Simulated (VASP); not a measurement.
# Sb (I4/mmm) in VASP: a series of runs

The runs below take Sb through single point, with r2SCAN.

All numbers are computed with VASP 6.6.1; they aren't measurements. Logs are shortened: lines on timing, memory, paths and dates and some standing lists are left out, and cuts for length are marked.

### Step 1. The crystal as given

Symmetry: I4/mmm, No. 139, tetragonal system. The conventional cell has a = 3.153 Å, b = 3.153 Å, c = 5.424 Å, α = 90.00°, β = 90.00°, γ = 90.00°. Sb (site symmetry 4/mmm) is surrounded by 12 Sb at 3.15 to 3.51 Å.

This isn't the form of Sb at room conditions, which is rhombohedral.

### Step 2. Single point, r2SCAN

Input file INCAR:

```
ADDGRID = False
ALGO = Normal
EDIFF = 1E-6
ENCUT = 400
ISIF = 2
ISMEAR = 0
LASPH = True
LCHARG = False
LMIXTAU = True
LREAL = Auto
LWAVE = False
METAGGA = R2SCAN
NBANDS = 8
NELM = 100
PREC = Accurate
SIGMA = 0.05
```

Input file KPOINTS:

```
k-points
0
Gamma
  5 5 5
```

Input file POSCAR:

```
Sb
1.0
   -1.5765401831      1.5765401831      2.7119384313
    1.5765401831     -1.5765401831      2.7119384313
    1.5765401831      1.5765401831     -2.7119384313
Sb
1
Direct
    0.0000000000      0.0000000000      0.0000000000
```

Potentials or basis: VASP PAW PBE potentials, release 64 (Sb).

Started as:

```
$ cat potpaw_PBE.64/Sb/POTCAR > POTCAR
$ mpirun -np 1 vasp_std > vasp.out
```

OUTCAR:

```text
EDIFF = 1E-6
   ENCUT = 400
   ISIF = 2
   ISMEAR = 0
   LASPH = True
   LREAL = Auto
   METAGGA = R2SCAN
   NELM = 100
   PREC = Accurate

 Found     18 irreducible k-points:

 Following reciprocal coordinates:
            Coordinates               Weight
  0.000000  0.000000  0.000000      1.000000
  0.200000 -0.000000  0.000000      8.000000
  0.400000  0.000000 -0.000000      8.000000
  0.200000  0.200000  0.000000      8.000000
  0.400000  0.200000  0.000000     16.000000
 -0.400000  0.200000 -0.000000     16.000000
   k-points           NKPTS =     18   k-points in BZ     NKDIM =     18   number of bands    NBANDS=      8
   number of dos      NEDOS =    301   number of ions     NIONS =      1
   total plane-waves  NPLWV =  13824
   dimension x,y,z NGX =    24 NGY =   24 NGZ =   24
   dimension x,y,z NGXF=    48 NGYF=   48 NGZF=   48
   ions per type =               1
   NGX,Y,Z   is equivalent  to a cutoff of  11.36, 11.36, 11.36 a.u.
   NGXF,Y,Z  is equivalent  to a cutoff of  22.73, 22.73, 22.73 a.u.
 SYSTEM =  unknown system
   PREC   = accura    normal or accurate (medium, high low for compatibility)
   ISTART =      0    job   : 0-new  1-cont  2-samecut
   ICHARG =      2    charge: 1-file 2-atom 10-const
   ISPIN  =      1    spin polarized calculation?
   LNONCOLLINEAR =      F non collinear calculations
   LSORBIT =      F    spin-orbit coupling
   LASPH  =      T    aspherical Exc in radial PAW
   ENCUT  =  400.0 eV  29.40 Ry    5.42 a.u.   5.73  5.73  5.73*2*pi/ulx,y,z
   NELM   =    100;   NELMIN=  2; NELMDL= -5     # of ELM steps
   EDIFF  = 0.1E-05   stopping-criterion for ELM
   LREAL  =      T    real-space projection
   EDIFFG = 0.1E-04   stopping-criterion for IOM
   NSW    =      0    number of steps for IOM
   IBRION =     -1    ionic relax: 0-MD 1-quasi-New 2-CG
   NFREE  =      0    steps in history (QN), initial steepest desc. (CG)
   ISIF   =      2    stress and relaxation
   ISYM   =      2    0-nonsym 1-usesym 2-fastsym
   POTIM  = 0.5000    time-step for ionic-motion
   TEBEG  =    0.0;   TEEND  =   0.0 temperature during run
   PSTRESS=    0.0 pullay stress
   NELECT =       5.0000    total number of electrons
   NUPDOWN=      -1.0000    fix difference up-down
   EMIN   =  10.00;   EMAX   =-10.00  energy-range for DOS
   EFERMI =   0.00;   METHOD = LEGACY
   ISMEAR =     0;   SIGMA  =   0.05  broadening in eV -4-tet -1-fermi 0-gaus
   EFERMI_NEDOS =   21; number of points for ismear=-14 and -15
   IALGO  =     38    algorithm
   IMIX   =      4    mixing-type and parameters
     AMIX     =   0.40;   BMIX     =  1.00
     AMIX_MAG =   1.60;   BMIX_MAG =  1.00
  volume/ion in A,a.u.               =      26.96       181.95
  Fermi-wavevector in a.u.,A,eV,Ry     =   0.933573  1.764197 11.858269  0.871558
  Thomas-Fermi vector in A             =   2.060288
   LORBIT       =      0    0 simple, 1 ext, 2 COOP (PROOUT), +10 PAW based schemes
   METAGGA = R2SCAN    functional components
   LHFCALC =     F    Hartree Fock is set to
   AEXX    =    0.0000 exact exchange contribution
   IVDW    =     0    specifies the selected vdW correction
   LEPSILON=     F    determine dielectric tensor
   LRPA    =     F    only Hartree local field effects (RPA)
 non-spin polarized calculation
 Gauss-broadening in eV      SIGMA  =   0.05
  energy-cutoff  :      400.00
  volume of cell :       26.96
 maximum number of plane-waves:       501
   NGX = 11   NGY = 11   NGZ = 11

 number of electron       5.0000001 magnetization

 Free energy of the ion-electron system (eV)
  ---------------------------------------------------
  ext. energy  EPLUGINS =         0.00000000
  ---------------------------------------------------
  free energy    TOTEN  =       -25.17911078 eV

  energy without entropy =      -25.17398979  energy(sigma->0) =      -25.17655028

 E-fermi :   8.6502     XC(G=0): -10.7923

 val. band max:        8.6447164491   @ k =   0.4000   0.4000  -0.0000
 cond. band min:       8.6680902995   @ k =   0.4000   0.2000   0.0000
 fundamental gap:      0.0233738504
 Fermi energy:         8.6501687671

 k-point     1 :       0.0000    0.0000    0.0000
  band No.  band energies     occupation
      1      -5.1389      2.00000
      2      13.3313      0.00000
      3      14.1852      0.00000
      4      14.1852      0.00000
      5      18.1561      0.00000
      6      19.6728      0.00000
      7      19.7346      0.00000
      8      19.7346      0.00000

 k-point     2 :       0.2000   -0.0000    0.0000
  band No.  band energies     occupation
      1      -4.2937      2.00000
      2       9.2353      0.00000
      3      12.0294      0.00000
      4      14.0665      0.00000
      5      16.6310      0.00000
      6      18.4870      0.00000
      7      20.9095      0.00000
      8      21.1266      0.00000

 k-point     3 :       0.4000    0.0000   -0.0000
  band No.  band energies     occupation
      1      -1.9489      2.00000
      2       3.6453      2.00000
      3      10.4943      0.00000
      4      14.0962      0.00000
      5      15.1913      0.00000
      6      18.7829      0.00000
      7      20.0460      0.00000
      8      20.5807      0.00000

 k-point     4 :       0.2000    0.2000    0.0000
  band No.  band energies     occupation
      1      -3.0560      2.00000
      2       7.9975      2.00000
      3       8.7279      0.02799
      4      11.2820      0.00000
      5      17.3811      0.00000
      6      18.6481      0.00000
      7      19.7142      0.00000
      8      21.5583      0.00000

 k-point     5 :       0.4000    0.2000    0.0000
  band No.  band energies     occupation
      1      -0.6239      2.00000
      2       3.5190      2.00000
      3       8.6681      0.61223
      4      10.2038      0.00000
      5      15.4693      0.00000
      6      17.8641      0.00000
      7      22.3932      0.00000
      8      22.4508      0.00000

 k-point     6 :      -0.4000    0.2000   -0.0000
  band No.  band energies     occupation
      1      -1.8381      2.00000
      2       5.4334      2.00000
      3       9.7210      0.00000
      4      10.7179      0.00000
      5      15.1584      0.00000
      6      17.3545      0.00000
      7      18.8490      0.00000
      8      23.6973      0.00000

 [... further k-points ...]

------------------------ aborting loop because EDIFF is reached ----------------------------------------

  FORCE on cell =-STRESS in cart. coord.  units (eV):
  Direction    XX          YY          ZZ          XY          YZ          ZX
  --------------------------------------------------------------------------------------
  -------------------------------------------------------------------------------------
  Total        0.0586281      0.0586281      0.3358714      0.0000000      0.0000000      0.0000000
  in kB        3.4839074      3.4839074     19.9587650      0.0000000      0.0000000      0.0000000
  external PRESSURE =       8.9755266 kB  Pullay stress =       0.0000000 kB

 VOLUME and BASIS-vectors are now :
 -----------------------------------------------------------------------------
  energy-cutoff  :      400.00
  volume of cell :       26.96
      direct lattice vectors                 reciprocal lattice vectors
    -1.576540183  1.576540183  2.711938431     0.000000000  0.317150178  0.184369967
     1.576540183 -1.576540183  2.711938431     0.317150178  0.000000000  0.184369967
     1.576540183  1.576540183 -2.711938431     0.317150178  0.317150178  0.000000000

 POSITION                                       TOTAL-FORCE (eV/Angst)
 -----------------------------------------------------------------------------------
      0.00000      0.00000      0.00000         0.000000      0.000000      0.000000
 -----------------------------------------------------------------------------------
    total drift:                                0.000000     -0.000000      0.000000

  FREE ENERGIE OF THE ION-ELECTRON SYSTEM (eV)
  ---------------------------------------------------
  free  energy   TOTEN  =       -25.1791107754 eV

  energy  without entropy=      -25.1739897895  energy(sigma->0) =      -25.17655028
```

It took 12 s on 1 thread of Intel Xeon Platinum 8375C at 2.90GHz (Ice Lake), shared host; peak memory 0.14 GiB.

The run converged, but some of its settings lie outside the range that counts as converged, so its numbers aren't taken as properties of the crystal.

Results:

* Free energy: -25.1791 eV
* Pressure: 0.9 GPa
* Band gap on the k mesh: none (metal or under the smearing width)

Caveat: the k mesh is coarse (spacing up to 0.56 Å⁻¹), so the values aren't converged; the PAW data sets were made with another functional, which shifts forces and pressure a little.

[end of part 1 of 2]
